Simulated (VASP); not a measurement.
# WS2 in VASP: a series of runs

The runs below take WS2 through dielectric tensor, optical spectrum, density of states, electric field gradients, with PBE.

Program: VASP 6.6.1. These are calculated values, not measurements. Logs are shortened: lines on timing, memory, paths and dates and some standing lists are left out, and cuts for length are marked.

## (1) Starting point

The cell holds a slab with vacuum, 12 atoms: a = 3.183 Å, b = 3.183 Å, c = 35.181 Å, α = 90.00°, β = 90.00°, γ = 120.00°.

## (2) Dielectric tensor, PBE

Contents of INCAR:

```
PREC = Accurate
ENCUT = 520
EDIFF = 1E-8
ISMEAR = 0
SIGMA = 0.02
LREAL = F
LASPH = T
NELM = 60
ALGO = Normal
ISIF = 2
LWAVE = F
LCHARG = F
GGA = PE
LEPSILON = T
```

Contents of KPOINTS:

```
Automatic mesh
0
Gamma
  5 5 1
```

Contents of POSCAR:

```
WS2
1.0
    3.1831225544      0.0000000000      0.0000000000
   -1.5915612772      2.7566649955      0.0000000000
    0.0000000000      0.0000000000     35.1805582101
W S
4 8
Direct
    0.3333333333      0.6666666667      0.5923166100
    0.3333333333      0.6666666667      0.2234000000
    0.6666666667      0.3333333333      0.7766000000
    0.6666666667      0.3333333333      0.4076833900
    0.3333333333      0.6666666667      0.8211496400
    0.3333333333      0.6666666667      0.4520236900
    0.6666666667      0.3333333333      0.6366210700
    0.6666666667      0.3333333333      0.2677418400
    0.3333333333      0.6666666667      0.7322581600
    0.3333333333      0.6666666667      0.3633789300
    0.6666666667      0.3333333333      0.5479763100
    0.6666666667      0.3333333333      0.1788503600
```

Potentials or basis: VASP PAW PBE potentials, release 64 (W_sv, S).

Command:

```bash
> cat potpaw_PBE.64/W_sv/POTCAR potpaw_PBE.64/S/POTCAR > POTCAR
> mpirun -np 1 vasp_std > vasp.out
```

OUTCAR:

```text
PREC = Accurate
   ENCUT = 520
   EDIFF = 1E-8
   ISMEAR = 0
   LREAL = F
   LASPH = T
   NELM = 60
   ISIF = 2
   GGA = PE
   LEPSILON = T

 ion  position               nearest neighbor table
   1  0.333  0.667  0.592-   7 2.41   7 2.41   7 2.41  11 2.41  11 2.41  11 2.41
   2  0.333  0.667  0.223-   8 2.41   8 2.41   8 2.41  12 2.42  12 2.42  12 2.42
   3  0.667  0.333  0.777-   9 2.41   9 2.41   9 2.41   5 2.42   5 2.42   5 2.42
   4  0.667  0.333  0.408-  10 2.41  10 2.41  10 2.41   6 2.41   6 2.41   6 2.41
   5  0.333  0.667  0.821-   3 2.42   3 2.42   3 2.42
   6  0.333  0.667  0.452-   4 2.41   4 2.41   4 2.41
   7  0.667  0.333  0.637-   1 2.41   1 2.41   1 2.41
   8  0.667  0.333  0.268-   2 2.41   2 2.41   2 2.41
   9  0.333  0.667  0.732-   3 2.41   3 2.41   3 2.41
  10  0.333  0.667  0.363-   4 2.41   4 2.41   4 2.41
  11  0.667  0.333  0.548-   1 2.41   1 2.41   1 2.41
  12  0.667  0.333  0.179-   2 2.42   2 2.42   2 2.42

  LATTYP: Found a hexagonal cell.
 ALAT       =     3.1831225544
 C/A-ratio  =    11.0522160579

  Lattice vectors:

 A1 = (   3.1831225544,   0.0000000000,   0.0000000000)
 A2 = (  -1.5915612772,   2.7566649955,   0.0000000000)
 A3 = (   0.0000000000,   0.0000000000,  35.1805582101)

Analysis of symmetry for initial positions (statically):
=====================================================================
 Subroutine PRICEL returns:
 Original cell was already a primitive cell.

 Routine SETGRP: Setting up the symmetry group for a
 hexagonal supercell.

 Subroutine GETGRP returns: Found 12 space group operations
 (whereof 12 operations were pure point group operations)
 out of a pool of 24 trial point group operations.

The static configuration has the point symmetry D_3d.

Analysis of symmetry for dynamics (positions and initial velocities):
=====================================================================
 Subroutine PRICEL returns:
 Original cell was already a primitive cell.

 Routine SETGRP: Setting up the symmetry group for a
 hexagonal supercell.

 Subroutine GETGRP returns: Found 12 space group operations
 (whereof 12 operations were pure point group operations)
 out of a pool of 24 trial point group operations.

The dynamic configuration has the point symmetry D_3d.

 Subroutine INISYM returns: Found 12 space group operations
 (whereof 12 operations are pure point group operations),
 and found     1 'primitive' translations

----------------------------------------------------------------------------------------

                                     Primitive cell

  volume of cell :     308.7025

  direct lattice vectors                    reciprocal lattice vectors
     3.183122554  0.000000000  0.000000000     0.314156927  0.181378586  0.000000000
    -1.591561277  2.756664995  0.000000000     0.000000000  0.362757173  0.000000000
     0.000000000  0.000000000 35.180558210     0.000000000  0.000000000  0.028424791

  length of vectors
     3.183122554  3.183122554 35.180558210     0.362757173  0.362757173  0.028424791

  position of ions in fractional coordinates (direct lattice)
     0.333333333  0.666666667  0.592316610
     0.333333333  0.666666667  0.223400000
     0.666666667  0.333333333  0.776600000
     0.666666667  0.333333333  0.407683390
     0.333333333  0.666666667  0.821149640
     0.333333333  0.666666667  0.452023690
     0.666666667  0.333333333  0.636621070
     0.666666667  0.333333333  0.267741840
     0.333333333  0.666666667  0.732258160
     0.333333333  0.666666667  0.363378930
     0.666666667  0.333333333  0.547976310
     0.666666667  0.333333333  0.178850360

  ion indices of the primitive-cell ions
   primitive index   ion index
                 1           1
                 2           2
                 3           3
[... 433 lines left out ...]
     61       6.6320      0.00000
     62       6.6597      0.00000

  FORCE on cell =-STRESS in cart. coord.  units (eV):
  Direction    XX          YY          ZZ          XY          YZ          ZX
  --------------------------------------------------------------------------------------
  -------------------------------------------------------------------------------------
  Total        1.7049352      1.7049352      3.4161264     -0.0000000      0.0000000      0.0000000
  in kB        8.8486779      8.8486779     17.7298243     -0.0000000      0.0000000      0.0000000
  external PRESSURE =      11.8090600 kB  Pullay stress =       0.0000000 kB

 VOLUME and BASIS-vectors are now :
 -----------------------------------------------------------------------------
  energy-cutoff  :      520.00
  volume of cell :      308.70
      direct lattice vectors                 reciprocal lattice vectors
     3.183122554  0.000000000  0.000000000     0.314156927  0.181378586  0.000000000
    -1.591561277  2.756664995  0.000000000     0.000000000  0.362757173  0.000000000
     0.000000000  0.000000000 35.180558210     0.000000000  0.000000000  0.028424791

 POSITION                                       TOTAL-FORCE (eV/Angst)
 -----------------------------------------------------------------------------------
     -0.00000      1.83778     20.83803         0.000000      0.000000     -0.020984
     -0.00000      1.83778      7.85934        -0.000000     -0.000000     -0.135606
      1.59156      0.91889     27.32122         0.000000      0.000000      0.135606
      1.59156      0.91889     14.34253        -0.000000     -0.000000      0.020984
     -0.00000      1.83778     28.88850        -0.000000     -0.000000      0.119868
     -0.00000      1.83778     15.90245        -0.000000      0.000000      0.214596
      1.59156      0.91889     22.39668         0.000000     -0.000000      0.233892
      1.59156      0.91889      9.41931         0.000000     -0.000000      0.195668
     -0.00000      1.83778     25.76125        -0.000000      0.000000     -0.195668
     -0.00000      1.83778     12.78387        -0.000000      0.000000     -0.233892
      1.59156      0.91889     19.27811         0.000000     -0.000000     -0.214596
      1.59156      0.91889      6.29206        -0.000000      0.000000     -0.119868
 -----------------------------------------------------------------------------------
    total drift:                                0.000000     -0.000000      0.000000

  FREE ENERGIE OF THE ION-ELECTRON SYSTEM (eV)
  ---------------------------------------------------
  free  energy   TOTEN  =       -94.6579147116 eV

  energy  without entropy=      -94.6579147116  energy(sigma->0) =      -94.65791471

 HEAD OF MICROSCOPIC STATIC DIELECTRIC TENSOR (INDEPENDENT PARTICLE, excluding Hartree and local field effects)
 ------------------------------------------------------
          10.222273     0.000000    -0.000000
           0.000000    10.222273    -0.000000
           0.000000     0.000000     6.176934
 ------------------------------------------------------

 Free energy of the ion-electron system (eV)
  ---------------------------------------------------
  ---------------------------------------------------
  free energy    TOTEN  =        -7.93440626 eV

  energy without entropy =       -7.93440626

------------------------ aborting loop because EDIFF is reached ----------------------------------------

--------------------------------------- Ionic step        2  -------------------------------------------

------------------------ aborting loop because EDIFF is reached ----------------------------------------

--------------------------------------- Ionic step        3  -------------------------------------------

 Free energy of the ion-electron system (eV)
  ---------------------------------------------------
  ---------------------------------------------------
  free energy    TOTEN  =        -1.24984343 eV

  energy without entropy =       -1.24984343

------------------------ aborting loop because EDIFF is reached ----------------------------------------

 PIEZOELECTRIC TENSOR FIELD DIRECTION 3  (e Angst)
 -----------------------------------------------------------------------------
    -0.00555  0.00000 -0.00000           (  0.00001  0.00000  0.00000)
    -0.00000 -0.00555  0.00000           (  0.00000  0.00001  0.00000)
     0.00000 -0.00000  0.00217           (  0.00000  0.00000 -0.00001)

 PIEZOELECTRIC TENSOR FIELD DIRECTION 3  (C/m^2)
 -----------------------------------------------------------------------------
    -0.00029  0.00000 -0.00000
    -0.00000 -0.00029  0.00000
     0.00000 -0.00000  0.00011

 MACROSCOPIC STATIC DIELECTRIC TENSOR (including local field effects in DFT)
 ------------------------------------------------------
           9.768161     0.000000    -0.000000
           0.000000     9.768161     0.000000
           0.000000     0.000000     2.399226
 ------------------------------------------------------

 PIEZOELECTRIC TENSOR (including local field effects)  for field in x, y, z        (e  Angst)
          XX          YY          ZZ          XY          YZ          ZX
  --------------------------------------------------------------------------------
  x     0.00000     0.00000     0.00000     0.00000     0.00000     0.00000
  y     0.00000     0.00000     0.00000     0.00000     0.00000     0.00000
  z     0.00000     0.00000     0.00000     0.00000     0.00000     0.00000

 PIEZOELECTRIC TENSOR (including local field effects)  for field in x, y, z        (C/m^2)
          XX          YY          ZZ          XY          YZ          ZX
  --------------------------------------------------------------------------------
  x     0.00000     0.00000     0.00000     0.00000     0.00000     0.00000
  y     0.00000     0.00000     0.00000     0.00000     0.00000     0.00000
  z     0.00000     0.00000     0.00000     0.00000     0.00000     0.00000

 BORN EFFECTIVE CHARGES (including local field effects) (in |e|, cummulative output)
 ---------------------------------------------------------------------------------
 ion    1
    1    -0.51555     0.00000     0.00000
    2     0.00000    -0.51555     0.00000
    3     0.00000    -0.00000    -0.04727
 ion    2
    1    -0.50638     0.00000     0.00000
    2     0.00000    -0.50638     0.00000
    3    -0.00000     0.00000    -2.23220
 ion    3
    1    -0.50638     0.00000     0.00000
    2     0.00000    -0.50638     0.00000
    3    -0.00000     0.00000    -2.23220
 ion    4
    1    -0.51555     0.00000    -0.00000
    2     0.00000    -0.51555     0.00000
    3     0.00000     0.00000    -0.04727
 ion    5
[... 16 lines left out ...]
    1     0.24992     0.00000     0.00000
    2     0.00000     0.24992     0.00000
    3    -0.00000     0.00000    -0.43277
 ion   10
    1     0.26002     0.00000     0.00000
    2     0.00000     0.26002    -0.00000
    3     0.00000     0.00000     0.62669
 ion   11
    1     0.26026     0.00000     0.00000
    2     0.00000     0.26026     0.00000
    3     0.00000    -0.00000     0.30151
 ion   12
    1     0.25172     0.00000     0.00000
    2     0.00000     0.25172     0.00000
    3     0.00000     0.00000     1.78404
```

Wall time 23 min (1 thread of Intel Xeon Platinum 8488C (Sapphire Rapids), shared host); peak memory 0.71 GiB.

What came out:

```
Band gap on the k mesh                  : 1.44 eV, indirect (least direct gap 2.43 eV)
Electronic dielectric tensor (diagonal) : 9.77, 9.77, 2.40
Born charges (mean of the diagonal)     : W -0.36, -1.08; S +0.76, +0.27, +0.38, +0.02 e
```

Levels at points of the mesh, in eV from the valence-band top:
```
           k point  band 49  band 50  band 51  band 52  band 53  band 54  band 55  band 56
(0.00, 0.00, 0.00)    -0.74    -0.47    -0.18     0.00     2.43     2.43     2.43     2.43
```

Electronic dielectric tensor:
```
9.77 0.00 0.00
0.00 9.77 0.00
0.00 0.00 2.40
```

Born effective charge tensors (e):
atom 1, W
```
-0.52  0.00  0.00
 0.00 -0.52  0.00
 0.00  0.00 -0.05
```
atom 2, W
```
-0.51  0.00  0.00
 0.00 -0.51  0.00
 0.00  0.00 -2.23
```
atom 3, W
```
-0.51  0.00  0.00
 0.00 -0.51  0.00
 0.00  0.00 -2.23
```
atom 4, W
```
-0.52  0.00  0.00
 0.00 -0.52  0.00
 0.00  0.00 -0.05
```
atom 5, S
```
0.25 0.00 0.00
0.00 0.25 0.00
0.00 0.00 1.78
```
atom 6, S
```
0.26 0.00 0.00
0.00 0.26 0.00
0.00 0.00 0.30
```
atom 7, S
```
0.26 0.00 0.00
0.00 0.26 0.00
0.00 0.00 0.63
```
atom 8, S
```
 0.25  0.00  0.00
 0.00  0.25  0.00
 0.00  0.00 -0.43
```
atom 9, S
```
 0.25  0.00  0.00
 0.00  0.25  0.00
 0.00  0.00 -0.43
```
atom 10, S
```
0.26 0.00 0.00
0.00 0.26 0.00
0.00 0.00 0.63
```
atom 11, S
```
0.26 0.00 0.00
0.00 0.26 0.00
0.00 0.00 0.30
```
atom 12, S
```
0.25 0.00 0.00
0.00 0.25 0.00
0.00 0.00 1.78
```

Caveat: the k mesh is coarse (spacing up to 0.46 Å⁻¹), so the values aren't converged; spin-orbit coupling is left out, which moves the levels of the heavy elements.

## (3) Optical spectrum, PBE

Contents of INCAR:

```
PREC = Accurate
ENCUT = 520
EDIFF = 1E-6
ISMEAR = 0
SIGMA = 0.02
LREAL = False
LASPH = True
NELM = 80
ALGO = Normal
ISIF = 2
LWAVE = False
LCHARG = False
GGA = PE
LOPTICS = True
NBANDS = 100
NEDOS = 1000
CSHIFT = 0.05
```

Contents of KPOINTS:

```
Automatic mesh
0
Gamma
  7 7 1
```

POSCAR is that of step 2.

Potentials or basis: VASP PAW PBE potentials, release 64 (W_sv, S).

Command:

```bash
> cat potpaw_PBE.64/W_sv/POTCAR potpaw_PBE.64/S/POTCAR > POTCAR
> mpirun -np 1 vasp_std > vasp.out
```

OUTCAR:

```text
PREC = Accurate
   ENCUT = 520
   EDIFF = 1E-6
   ISMEAR = 0
   LREAL = False
   LASPH = True
   NELM = 80
   ISIF = 2
   GGA = PE

 ion  position               nearest neighbor table
   1  0.333  0.667  0.592-   7 2.41   7 2.41   7 2.41  11 2.41  11 2.41  11 2.41
   2  0.333  0.667  0.223-   8 2.41   8 2.41   8 2.41  12 2.42  12 2.42  12 2.42
   3  0.667  0.333  0.777-   9 2.41   9 2.41   9 2.41   5 2.42   5 2.42   5 2.42
   4  0.667  0.333  0.408-  10 2.41  10 2.41  10 2.41   6 2.41   6 2.41   6 2.41
   5  0.333  0.667  0.821-   3 2.42   3 2.42   3 2.42
   6  0.333  0.667  0.452-   4 2.41   4 2.41   4 2.41
   7  0.667  0.333  0.637-   1 2.41   1 2.41   1 2.41
[... 792 lines left out ...]
     2.09893     0.00000     0.00000     0.00000     0.00000     0.00000     0.00000
     3.14840    26.12074    26.12074     0.34428     0.00000    -0.00000     0.00000
     4.19787     9.53968     9.53968     3.25523    -0.00000     0.00000     0.00000
     5.24733     8.13471     8.13471     0.90789    -0.00000     0.00000    -0.00000
[... 92 lines left out ...]
   102.84771     0.00000     0.00000     0.00000     0.00000     0.00000     0.00000
   103.89718     0.00000     0.00000     0.00000     0.00000     0.00000     0.00000

  frequency dependent      REAL DIELECTRIC FUNCTION (independent particle, no local field effects) density-density
     E(ev)        X           Y           Z          XY          YZ          ZX
  --------------------------------------------------------------------------------------------------------------
     0.00000    10.05131    10.05131     6.05779     0.00000     0.00000    -0.00000
     1.04947    10.91161    10.91161     6.23350     0.00000     0.00000    -0.00000
     2.09893    17.03113    17.03113     6.97008     0.00000     0.00000    -0.00000
     3.14840     4.68975     4.68975     7.88292    -0.00000     0.00000     0.00000
     4.19787     2.67425     2.67425     8.38857    -0.00000    -0.00000    -0.00000
     5.24733     1.72674     1.72674    11.33516     0.00000     0.00000     0.00000
[... 92 lines left out ...]
   102.84771     0.96594     0.96594     0.96561    -0.00000    -0.00000     0.00000
   103.89718     0.96666     0.96666     0.96634    -0.00000    -0.00000     0.00000

  frequency dependent IMAGINARY DIELECTRIC FUNCTION (independent particle, no local field effects) current-current
     E(ev)      X         Y         Z        XY        YZ        ZX
  --------------------------------------------------------------------------------------------------------------
     0.00000     0.00000     0.00000     0.00000     0.00000     0.00000    -0.00000
     1.04947     0.00000     0.00000     0.00000     0.00000     0.00000     0.00000
     2.09893     0.00000     0.00000     0.00000     0.00000     0.00000    -0.00000
     3.14840    25.85364    25.85364     0.33935    -0.00000     0.00000     0.00000
     4.19787     9.46939     9.46939     3.27293    -0.00000     0.00000    -0.00000
     5.24733     8.11925     8.11925     0.91472    -0.00000     0.00000     0.00000
[... 92 lines left out ...]
   102.84771     0.00000     0.00000     0.00000     0.00000     0.00000     0.00000
   103.89718     0.00000     0.00000     0.00000     0.00000     0.00000     0.00000

  frequency dependent      REAL DIELECTRIC FUNCTION (independent particle, no local field effects) current-current
     E(ev)        X           Y           Z          XY          YZ          ZX
  --------------------------------------------------------------------------------------------------------------
     0.00000    10.05936    10.05936     6.05935    -0.00000     0.00000    -0.00000
     1.04947    10.91155    10.91155     6.23329    -0.00000     0.00000    -0.00000
     2.09893    17.01461    17.01461     6.96894    -0.00000     0.00000    -0.00000
     3.14840     3.89515     3.89515     7.86784     0.00000     0.00000    -0.00000
     4.19787     2.40366     2.40366     8.31378     0.00000     0.00000    -0.00000
     5.24733     1.59193     1.59193    11.29193     0.00000    -0.00000     0.00000
[... 92 lines left out ...]
   102.84771     0.96594     0.96594     0.96561     0.00000    -0.00000    -0.00000
   103.89718     0.96666     0.96666     0.96633     0.00000    -0.00000    -0.00000
```

stdout:

```text
POSCAR found type information on POSCAR W S
 POSCAR found :  2 types and      12 ions
 scaLAPACK will be used
 LDA part: xc-table for (Slater+PW92), standard interpolation
 POSCAR, INCAR and KPOINTS ok, starting setup
 FFT: planning ... GRIDC
 FFT: planning ... GRID_SOFT
 FFT: planning ... GRID
 WAVECAR not read
 entering main loop
 optical routines
 imaginary and real dielectric function
 recalculating local potential from charge density
 direction            1
 direction            2
 direction            3
```

Wall time 4.7 min (1 thread of Intel Xeon Platinum 8488C (Sapphire Rapids), shared host); peak memory 0.68 GiB.

Results:

```
Free energy            : -94.6610 eV
Largest force          : 0.233 eV/Å
Band gap on the k mesh : 1.42 eV, indirect (least direct gap 2.38 eV)
```

Forces on the atoms (eV/Å):
```
W    0.000  0.000 -0.021
W    0.000  0.000 -0.135
W    0.000  0.000  0.135
W    0.000  0.000  0.021
S    0.000  0.000  0.121
S    0.000  0.000  0.214
S    0.000  0.000  0.233
S    0.000  0.000  0.195
S    0.000  0.000 -0.195
S    0.000  0.000 -0.233
S    0.000  0.000 -0.214
S    0.000  0.000 -0.121
```

Levels at points of the mesh, in eV from the valence-band top:
```tsv
k point	band 49	band 50	band 51	band 52	band 53	band 54	band 55	band 56
(0.00, 0.00, 0.00)	-0.74	-0.47	-0.18	0.00	2.43	2.43	2.43	2.43
```

Dielectric function (mean over the directions given):
| energy (eV) | real part | imaginary part |
| --- | --- | --- |
| 0.31 | 8.77 | 0.00 |
| 1.26 | 9.69 | 0.00 |
| 2.31 | 18.47 | 0.36 |
| 3.36 | 4.33 | 4.36 |
| 4.41 | 5.38 | 10.78 |
| 5.46 | 5.45 | 9.62 |
| 6.51 | -1.09 | 6.08 |
| 7.45 | -0.49 | 5.27 |
| 8.50 | 0.68 | 3.77 |
| 9.55 | -1.53 | 3.30 |
| 10.60 | -1.01 | 3.57 |
| 11.65 | -1.33 | 2.60 |
| 12.70 | -1.46 | 2.18 |
| 13.64 | -1.36 | 1.15 |
| 14.69 | -1.37 | 1.24 |
| 15.74 | -0.81 | 0.51 |
| 16.79 | -0.54 | 0.13 |
| 17.84 | -0.32 | 0.10 |
| 18.89 | -0.11 | 0.00 |
| 19.94 | 0.09 | 0.01 |

Caveat: spectra need much finer meshes, so this one isn't converged; independent-particle spectra lack excitons; spin-orbit coupling is left out, which moves the levels of the heavy elements.

(Continued in part 2 of 2.)
